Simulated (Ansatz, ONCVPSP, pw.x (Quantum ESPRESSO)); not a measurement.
## Equation-of-state test of one ONCV potential (Zn)

- Element: zinc
- Generator: ONCVPSP 4.0.1.1 (patched build)
- Type: optimised norm-conserving Vanderbilt (ONCV)
- Functional: PBE
- Relativity: scalar-relativistic
- Frozen core: [Ar]
- Valence charge: 12
- Reference configuration: 3d10 4s2
- Partial waves: 4s: rc 2.15 bohr, ncon 5, nbas 9, qcut 3 1/bohr, 2 projectors, debl 3.8 Ha; p scattering state at 0.03 Ha: rc 2.30 bohr, ncon 4, nbas 9, qcut 3.4 1/bohr, 2 projectors, debl 2.9 Ha; 3d: rc 1.55 bohr, ncon 3, nbas 8, qcut 11.4 1/bohr, 2 projectors, debl 0.3 Ha
- Local potential: polynomial inside 1.20 bohr (lpopt 4, dvloc0 1 Ha)
- Core correction: polynomial model core, fcfact 0.18

In the p channel the program set the typed energies aside and used 0.050, 2.950 Ha. In the d channel the program set the typed energies aside and used -0.373, 0.250 Ha.

Crystal test: bcc Zn in pw.x 7.5, no spin, 15³ k-points, Fermi–Dirac smearing 0.01 Ry, cutoffs 125/500 Ry. The reference is all-electron LAPW (Ansatz 0.2.0) with the same functional, mesh and smearing; V0 and B0 come from Birch–Murnaghan fits to the pressures at five volumes. Errors are pseudo minus all-electron; Δ is the rms difference of the E(V) curves that follow from these fits, minima aligned, over ±6 % about the mean V0. Mesh and smearing are coarse, so the numbers serve the comparison and aren't converged zero-temperature values; the lattice is a test structure that the element need not adopt.

All-electron: a0 = 3.134 Å (V0 = 15.39 Å³/atom), B0 = 64.0 GPa.

Problem. How far does the potential miss the all-electron equation of state?

Solution. mean pressure error (GPa): +0.26; a0 (Å): 3.139; a0 error (%): +0.17; B0 error (%): -8.3; Δ (meV/atom): 1.1.

```
V (Å³/atom)  P all-electron (GPa)  P pseudo (GPa)
     14.468                  4.67            4.72
     14.848                  2.51            2.69
     15.229                  0.67            0.95
     15.610                 -0.89           -0.53
     15.990                 -2.22           -1.78
```

Problem. At the middle volume, how do free energy and pressure move when the wave cutoff is lowered (ecutrho kept at four times it)?

Solution.

```
cutoff (Ry)  shift of F (meV/atom)  shift of P (GPa)
         56               +40436.0          -1428.25
         75                +5170.1           -348.51
        100                  +99.5            -13.58
```

Input at the middle volume:

```
&control
  calculation='scf', prefix='x', pseudo_dir='./', outdir='./tmp', tstress=.true., disk_io='none'
/
&system
  ibrav=0, nat=1, ntyp=1, ecutwfc=125, ecutrho=500, nbnd=14,
  occupations='smearing', smearing='fd', degauss=0.01
/
&electrons
  conv_thr=1e-09, mixing_beta=0.4, electron_maxstep=70
/
ATOMIC_SPECIES
Zn 1.0 Zn.UPF
CELL_PARAMETERS angstrom
  -1.56148254 1.56148254 1.56148254
  1.56148254 -1.56148254 1.56148254
  1.56148254 1.56148254 -1.56148254
ATOMIC_POSITIONS crystal
Zn 0.0000 0.0000 0.0000
K_POINTS automatic
15 15 15 0 0 0
```

```bash
pw.x < Zn.scf.in > Zn.scf.out
```

Lines of the output:

```
Message from routine setup:
     using ibrav=0 with symmetry is DISCOURAGED, use correct ibrav instead
     lattice parameter (alat)  =       5.1109  a.u.
     unit-cell volume          =     102.7704 (a.u.)^3
     number of electrons       =        12.00
     number of Kohn-Sham states=           14
     kinetic-energy cutoff     =     125.0000  Ry
     charge density cutoff     =     500.0000  Ry
     scf convergence threshold =      1.0E-09
     Exchange-correlation= PBE
     number of k points=   120  Fermi-Dirac smearing, width (Ry)=  0.0100
     iteration #  1     ecut=   125.00 Ry     beta= 0.40
     total energy              =    -120.94813219 Ry
     estimated scf accuracy    <       0.02674312 Ry
     iteration #  2     ecut=   125.00 Ry     beta= 0.40
     total energy              =    -120.95351897 Ry
     estimated scf accuracy    <       0.00136060 Ry
     iteration #  3     ecut=   125.00 Ry     beta= 0.40
     total energy              =    -120.95353483 Ry
     estimated scf accuracy    <       0.00049247 Ry
     iteration #  4     ecut=   125.00 Ry     beta= 0.40
     total energy              =    -120.95355086 Ry
     estimated scf accuracy    <       0.00000333 Ry
     iteration #  5     ecut=   125.00 Ry     beta= 0.40
     total energy              =    -120.95355170 Ry
     estimated scf accuracy    <       0.00000107 Ry
     iteration #  6     ecut=   125.00 Ry     beta= 0.40
     total energy              =    -120.95355195 Ry
     estimated scf accuracy    <       0.00000021 Ry
     iteration #  7     ecut=   125.00 Ry     beta= 0.40
     total energy              =    -120.95355196 Ry
     estimated scf accuracy    <       0.00000003 Ry
     iteration #  8     ecut=   125.00 Ry     beta= 0.40
     the Fermi energy is    11.6889 ev
!    total energy              =    -120.95355196 Ry
     estimated scf accuracy    <          7.5E-10 Ry
     smearing contrib. (-TS)   =      -0.00142826 Ry
     The total energy is F=E-TS. E is the sum of the following terms:
     one-electron contribution =     -45.18458644 Ry
     hartree contribution      =      36.79944838 Ry
     xc contribution           =     -23.76832557 Ry
     ewald contribution        =     -88.79866007 Ry
     convergence has been achieved in   8 iterations
          total   stress  (Ry/bohr**3)                   (kbar)     P=        9.51
     Message from routine punch:
     Nothing written, as per user request (disk_io='none')
```

The run at the middle volume (120 k-points, 8 iterations) took about 1.7 min on one core of a shared host (Neoverse-N1, 64 threads, 124 GiB, load 58).
